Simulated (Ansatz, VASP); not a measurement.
# Two plane-wave programs on BAs

```
CELL_PARAMETERS angstrom
0.00000 2.30529 2.30529
2.30529 0.00000 2.30529
2.30529 2.30529 0.00000
ATOMIC_POSITIONS crystal
B 0.00000 0.00000 0.00000
As 0.50000 0.50000 0.50000
```

The cell was built by a generator and needn't be a form met in nature.

Alike in both runs: task single point; functional PBE; k mesh 6 × 6 × 6; occupations fermi-dirac, width 0.02 eV; no spin polarisation.

```csv
,VASP,Ansatz
version,VASP 6.6.1,Ansatz 0.2.0
potentials or method,"VASP PAW PBE potentials, release 64 (B, As)","plane waves, PAW"
plane-wave cutoff (eV),520,420
valence electrons in the cell,8,18
```

|  | VASP | Ansatz | Ansatz less VASP |
| --- | --- | --- | --- |
| pressure (GPa) | 0.7 | 0.4 | -0.35 |

The two sets of potentials don't hold the same shells in valence.

Caveats: the k mesh is coarse (spacing up to 0.39 Å⁻¹), so the values aren't converged.
